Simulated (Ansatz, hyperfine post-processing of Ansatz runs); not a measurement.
# MgMn2O3: isotropic lines and sites in a paramagnetic 25Mg spectrum

Calculated values: DFT, PBEsol+U, plane-wave PAW, default files (PAW set soft_2), collinear spin, scalar-relativistic (Ansatz), contact and point-dipole shifts scaled to 320 K with Θ = 0 K (a pure Curie law); spin-only moments, above the ordering temperature.

```cif
data_structure
_symmetry_space_group_name_H-M 'P 1'
_symmetry_Int_Tables_number 1
_cell_length_a 3.0486
_cell_length_b 3.0486
_cell_length_c 7.6084
_cell_angle_alpha 90.367
_cell_angle_beta 90.367
_cell_angle_gamma 60.737
_cell_volume 61.69
loop_
_atom_site_label
_atom_site_type_symbol
_atom_site_fract_x
_atom_site_fract_y
_atom_site_fract_z
_atom_site_occupancy
Mn1 Mn 0.83400 0.83400 0.82761 1
Mn2 Mn 0.16600 0.16600 0.17239 1
Mg3 Mg 0.50000 0.50000 0.50000 1
O4 O 0.83271 0.83271 0.34637 1
O5 O 0.16729 0.16729 0.65363 1
O6 O 0.50000 0.50000 0.00000 1
```

25Mg MAS at 9.4 T (24.5 MHz), 62.5 kHz, 320 K; contact and dipolar shift alone, no orbital or quadrupolar part; lines under 1.5 % of the strongest are left out. Lines of the NMR spectrum (strongest = 100):

```
position (ppm)  intensity
        5837.2        4.7
        8386.4         51
       10935.5        100
       13484.6         26
       16033.8         15
       18582.9        2.0
```

Q: Find the isotropic shifts among the lines and assign them to the Mg sites.

Sidebands are spaced by 2549 ppm (the spinning rate over the resonance of 24.5 MHz). An isotropic line need not be the tallest: it is the area-weighted centre of its own family of sidebands, and the one that stays put when the rate is changed. Isotropic shifts: 10936 ppm for atom 3 (12 Mn through links of 89° (12) and 177° (6)), reduced anisotropy 5517 ppm.

[Logs are printed without paths, hosts, clocks, repeated set-up lines and the standing remarks that a program may print on its own settings, such as how far it seeks lower states.]

[Hosts, paths, dates, database ids (printed as entryN), source tags and the programs' standing remarks are cut or masked in the printed files.]
